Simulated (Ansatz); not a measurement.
The system is C.

```
CELL_PARAMETERS angstrom
2.12732 -1.22828 0.00000
2.12732 1.22828 0.00000
-1.37907 0.00000 3.50283
ATOMIC_POSITIONS crystal
C 0.16664 0.16664 0.99991
C 0.83336 0.83336 0.00009
```

This is a stacking variant of graphite.

* Program: Ansatz 0.2.0
* Task: relaxation of cell and atoms
* Functional: LDA
* Potentials or basis: Ansatz PAW
* Cutoff: 420 eV (not typed: the program's choice for these potentials)
* k mesh: 13 × 13 × 8
* Occupations: fermi-dirac, width 0.05 eV
* Spin: no spin polarisation

At the start: volume 9.15 Å³/atom.

How do energy, volume and symmetry change on relaxing?

It ends after 10 steps and the volume is 8.67 Å³/atom (-5.3 %); space group R-3m (No. 166, to 0.05 Å).

The path:
| step | energy change (eV) | largest force (eV/Å) | volume (Å³) |
| --- | --- | --- | --- |
| 1 | 0.0000 | 0.0035 | 18.31 |
| 2 | -0.0057 | 0.0020 | 17.92 |
| 3 | -0.0081 | 0.0004 | 17.59 |
| 4 | -0.0082 | 0.0005 | 17.57 |
| 5 | -0.0082 | 0.0000 | 17.57 |
| 6 | -0.0055 | 0.0001 | 17.57 |
| 7 | -0.0066 | 0.0000 | 17.39 |
| 8 | -0.0057 | 0.0000 | 17.39 |
| 9 | -0.0060 | 0.0001 | 17.33 |
| 10 | -0.0058 | 0.0000 | 17.33 |

Final structure:
```xyz
2
Lattice="2.1173 -1.2224 -0.0108 2.1173 1.2224 -0.0108 -1.3903 0.0000 3.3557" Properties=species:S:1:pos:R:3 pbc="T T T"
C    -0.6846    0.0000    3.3517
C     3.5288    0.0000   -0.0176
```

Caveat: the plane-wave basis is chosen anew once the cell has moved, so the energies of steps on either side of that aren't comparable; the pressure holds a Pulay correction of +0.7 GPa for the finite cutoff; the PAW data sets come from PBE, with cores solved anew for the run's functional, which leaves a small shift of forces and pressure.
